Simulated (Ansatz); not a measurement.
The system is HfC.

```
Hf C
1.0
     0.00000    2.32500    2.32500
     2.32500    0.00000    2.32500
     2.32500    2.32500    0.00000
Hf C
1 1
Direct
  0.50000 0.50000 0.50000
  0.00000 0.00000 0.00000
```

Base run:

- Program: Ansatz 0.2.0
- Functional: LDA
- Potentials or basis: Ansatz PAW
- Cutoff: 420 eV (not typed: the program's choice for these potentials)
- k mesh: 10 × 10 × 10
- Occupations: fermi-dirac, width 0.05 eV
- Spin: no spin polarisation

Its results: band gap on the k mesh none (metal or under the smearing width); pressure -11.9 GPa.

Problem. The run is repeated on the same cell with these changes: functional from LDA to RPBE. What comes out?

Solution. Band gap on the k mesh none (metal or under the smearing width); pressure 4.3 GPa.

RPBE binds less tightly than LDA, so the same cell stands under more pressure.

Caveats: spin-orbit coupling is left out, which moves the levels of the heavy elements; the PAW data sets come from PBE, with cores solved anew for the run's functional, which leaves a small shift of forces and pressure.
